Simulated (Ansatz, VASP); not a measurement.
**KF in VASP and in Ansatz**

```
K F
1.0
     0.00000    2.58172    2.58172
     2.58172    0.00000    2.58172
     2.58172    2.58172    0.00000
K F
1 1
Direct
  0.00000 0.00000 0.00000
  0.50000 0.50000 0.50000
```

Alike in both runs: functional LDA; k mesh 8 × 8 × 8; occupations gaussian, width 0.02 eV; no spin polarisation.

Ansatz relaxed the structure, and its values are those at the end. VASP's run is a single point on that final structure, the one shown.

```csv
,VASP,Ansatz
version,VASP 6.6.1,Ansatz 0.2.0
potentials or method,"VASP PAW LDA potentials, release 64 (K_sv, F)","scalar-relativistic, plane waves, PAW"
plane-wave cutoff (eV),520,520
valence electrons in the cell,16,16
```

Ansatz gave:

```
gap on the k mesh at the Fermi level (eV) : 6.36
least direct gap on the mesh (eV)         : 6.36
pressure (GPa)                            : 0.0
```

Q: Estimate VASP's values.

A: gap on the k mesh at the Fermi level (eV): 6.34; least direct gap on the mesh (eV): 6.34; pressure (GPa): 0.2.

A k mesh can miss the band edges. Expect the measured gap to be larger: semilocal functionals such as LDA lack the derivative discontinuity.
